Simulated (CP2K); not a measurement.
## Ca: single point with PW91

Ca:

```
CELL_PARAMETERS angstrom
3.81429 0.00000 0.00000
-1.28541 3.59117 0.00000
-1.26444 -1.79558 3.11863
ATOMIC_POSITIONS crystal
Ca 0.50000 0.50000 0.00000
```

This isn't the form of Ca at room conditions, which is fcc.

| Property | Result |
| --- | --- |
| Program | CP2K 2026.2 |
| Task | single point |
| Functional | PW91 |
| Potentials or basis | POTENTIAL_UZH Ca GTH-PBE-q10; TZVP-MOLOPT-PBE-GTH basis |
| Density cutoff | 9184 eV |
| k mesh | 9 × 9 × 9 |
| Occupations | fermi-dirac, width 0.05 eV |
| Spin | no spin polarisation |
| SCF solver | diagonalisation with k points |
| Quickstep method | GPW |
| EPS_DEFAULT | 1.0E-9 |
| EPS_SCF | 1.0E-6 |
| MAX_SCF | 100 |
| SCF_GUESS | ATOMIC |
| k points reduced by the point group | yes |
| Mesh centred on Gamma | yes |
| CHOLESKY | OFF |
| EPS_EIGVAL | 1.0E-7 |
| MIXING METHOD | BROYDEN_MIXING |
| MIXING ALPHA | 0.4 |
| NBUFFER | 8 |
| NGRIDS | 5 |
| Basis sets | Ca TZVP-MOLOPT-PBE-GTH-q10 |
| Potentials | Ca GTH-PBE-q10 of POTENTIAL_UZH |
| ADDED_MOS | [8] |
| REL_CUTOFF (Ry) | 60 Ry |
| MIXING BETA (1/bohr) | 1.5 1/bohr |
| CUTOFF of the grids | 675 Ry |

| Item | Value |
| --- | --- |
| Pressure | -0.2 GPa |
| Band gap on the k mesh | none (metal or under the smearing width) |

Levels at points of the mesh, in eV from the Fermi level:
| k point | band 3 | band 4 | band 5 | band 6 | band 7 | band 8 |
| --- | --- | --- | --- | --- | --- | --- |
| (0.00, 0.00, 0.00) | -23.18 | -23.18 | -4.11 | 2.32 | 2.34 | 2.34 |

Run time: 19 s on 1 thread of Arm Neoverse N1, with other jobs on the host, peak memory 0.29 GiB.

Caveat: the potentials were made for another functional, which shifts forces and pressure; the basis of atomic orbitals isn't converged, which shifts pressures, moduli and gaps.
